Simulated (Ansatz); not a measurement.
# MgTe: the cost of one run

Method: reference: DFT, HSE06, plane waves, PAW, in Ansatz 0.2.0.

1 further run of the same task is left out (it didn't finish).

## 1. The starting structure

It takes space group F-43m (No. 216, cubic). The conventional cell has a = 6.466 Å, b = 6.466 Å, c = 6.466 Å, α = 90.00°, β = 90.00°, γ = 90.00°. Around Mg (site symmetry -43m) lie 4 Te at 2.80 Å. Te (site symmetry -43m) has 4 Mg at 2.80 Å as nearest neighbours.

Structure file:

```cif
data_structure
_symmetry_space_group_name_H-M 'P 1'
_symmetry_Int_Tables_number 1
_cell_length_a 4.5723
_cell_length_b 4.5723
_cell_length_c 4.5723
_cell_angle_alpha 60.000
_cell_angle_beta 60.000
_cell_angle_gamma 60.000
_cell_volume 67.59
loop_
_atom_site_label
_atom_site_type_symbol
_atom_site_fract_x
_atom_site_fract_y
_atom_site_fract_z
_atom_site_occupancy
Mg1 Mg 0.00000 0.00000 0.00000 1
Te1 Te 0.75000 0.75000 0.75000 1
```

## 2. Reference

Contents of input.yaml:

```yaml
crystal:
  lattice:
    - [0.0, 3.2331198836, 3.2331198836]
    - [3.2331198836, 0.0, 3.2331198836]
    - [3.2331198836, 3.2331198836, 0.0]
  atoms:
    - { symbol: Mg, position: [0.0, 0.0, 0.0] }
    - { symbol: Te, position: [0.75, 0.75, 0.75] }
kpoints:
  mp_grid: { grid: [4, 4, 4] }
hamiltonian:
  xc: hse06
scf:
  occupations: { method: fixed }
  n_extra_bands: 4
output:
  forces: true
  stress: true
  eigenvalues: true
```

Command:

```
$ ansatz run input.yaml --threads 4 --pin off --max-ram 5529MiB --backend cpu --events-out ev --progress --plain --runs-dir out
```

What time and memory should one allow on 4 threads of Arm Neoverse V1, shared host?

About 6.5 s, with a peak of 0.77 GiB.
